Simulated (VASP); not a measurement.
Wanted: the native input for a VASP 6.6.1 run.

| Item | Value |
| --- | --- |
| Task | vibrations by finite differences |
| Functional | PBE |
| Potentials or basis | VASP PAW PBE potentials, release 64 (Fe) |
| Cutoff | 520 eV |
| k mesh | 8 × 8 × 8 |
| Occupations | gaussian, width 0.1 eV |
| Spin | collinear spin, ferromagnetic start |
| Starting moments | [2.5] μB |
| Ions in elastic constants | relaxed |
| Further INCAR settings | ALGO = Normal; EDIFF = 1e-08; IBRION = 6; POTIM = 0.015; NSW = 1; ISIF = 3 |

The structure of Fe lies in POSCAR:

```
Fe                                      
1.0
   -1.4235092416      1.4235092416      1.4235092416
    1.4235092416     -1.4235092416      1.4235092416
    1.4235092416      1.4235092416     -1.4235092416
  Fe            
     1
Direct
     0.0000000000000000    0.0000000000000000    0.0000000000000000
```

One way to write it, as run:

INCAR

```
SYSTEM = Fe
PREC = Accurate ; ENCUT = 520
EDIFF = 1E-8 ; ISMEAR = 0
SIGMA = 0.1 ; LREAL = .False.
LASPH = .True. ; NELM = 120
ALGO = Normal ; ISIF = 3
LWAVE = .False. ; LCHARG = .False.
ISPIN = 2 ; MAGMOM = 2.5
LORBIT = 11 ; LMAXMIX = 4
GGA = PE ; IBRION = 6
NFREE = 2 ; POTIM = 0.015
NSW = 1
```

KPOINTS

```
Automatic mesh
0
Gamma
  8 8 8
  0 0 0
```

Potentials or basis: VASP PAW PBE potentials, release 64 (Fe).

The run is started by

```console
$ cat potpaw_PBE.64/Fe/POTCAR > POTCAR
$ mpirun -np 1 vasp_std > vasp.out
```

Results of the run:

```yaml
Net_moment: 2.34 μB per cell
Site_moments: Fe +2.35 μB
Valence_electrons_inside_the_program's_atomic_spheres: Fe 7.24
Elastic_constants_C11_C12_C44: 271, 138, 99 GPa
Voigt_bulk_modulus: 183 GPa
```

Caveat: the k mesh is coarse (spacing up to 0.39 Å⁻¹), so the values aren't converged; elastic constants of metals need much finer meshes, so these are rough.

Run time: 2.8 min on 1 thread of Intel(R) Xeon(R) Platinum 8375C CPU @ 2.90GHz (Ice Lake), on a shared host, peak memory 0.18 GiB.
